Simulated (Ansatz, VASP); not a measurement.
One calculation of Rh, two programs

```xyz
2
Lattice="2.7310 0.0000 0.0000 -1.3655 2.3651 0.0000 0.0000 0.0000 4.4285" Properties=species:S:1:pos:R:3 pbc="T T T"
Rh    0.0101    1.5287    1.0722
Rh    1.3385    0.8279    3.3681
```

Change from the starting cell: atoms moved at random, drawn with an rms of 0.05 Å.

Alike in both runs: task single point; functional PBEsol; k mesh 11 × 11 × 6; occupations fermi-dirac, width 0.05 eV; no spin polarisation.

```csv
,VASP,Ansatz
version,VASP 6.6.1,Ansatz 0.2.0
potentials or method,"VASP PAW PBE potentials, release 64 (Rh_pv)",Ansatz PAW
plane-wave cutoff (eV),520,420
valence electrons in the cell,30,34
```

```csv
,VASP,Ansatz,Ansatz less VASP
gap on the k mesh at the Fermi level (eV),none,none,-
pressure (GPa),-12.5,-12.5,+0.05
largest component of the traceless stress (GPa),0.86,0.86,-0.003
rms of the force components (eV/Å),0.463,0.463,-0.0001
```

Atom by atom the forces differ by 0.000 eV/Å (rms over components). A gap of «none» marks a metal or a gap that the smearing closes. With one functional, cell and mesh, what is left measures potentials, basis and numerics. The two sets of potentials don't hold the same shells in valence.

Caveats: the PAW data sets were made with another functional, which shifts forces and pressure a little (VASP); the PAW data sets come from PBE, with cores solved anew for the run's functional, which leaves a small shift of forces and pressure (Ansatz).
